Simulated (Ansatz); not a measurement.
W under changes of volume

One of the cells (15.848 Å³/atom); the others are scaled copies at fixed shape and fractional positions:

```
W
1.0
    -1.58234    1.58234    1.58234
     1.58234   -1.58234    1.58234
     1.58234    1.58234   -1.58234
W
1
Direct
  0.00000 0.00000 0.00000
```

* Program: Ansatz 0.2.0
* Functional: PBEsol
* Potentials or basis: all-electron LAPW, scalar-relativistic
* Cutoff: 309 eV (chosen from the basis error)
* Basis error allowed: 0.0005 eV/atom
* k mesh: 12 × 12 × 12
* Occupations: fermi-dirac, width 0.05 eV
* Spin: no spin polarisation

```csv
volume (Å³/atom),energy over the lowest point (meV/atom),pressure (GPa)
14.897,42.43,18.3
15.214,14.17,10.5
15.531,0.48,3.4
15.848,0.00,-2.9
16.165,11.50,-8.8
16.482,?,?
16.798,66.28,-18.8
```

What does the run at 16.482 Å³/atom give?

Energy over the lowest point 33.92 meV/atom; pressure -14.0 GPa.

Worked out: A Birch-Murnaghan fit of order 3 (a polynomial in V^(-2/3)) to the other rows has its minimum at 15.70 Å³/atom with B0 = V·E''(V) = 314 GPa and B' = 3.7. It gives 33.98 meV/atom at 16.482 Å³/atom, against the run's 33.92, and -dE/dV = -13.9 GPa, against -14.0.

Energies are extrapolated to zero smearing.
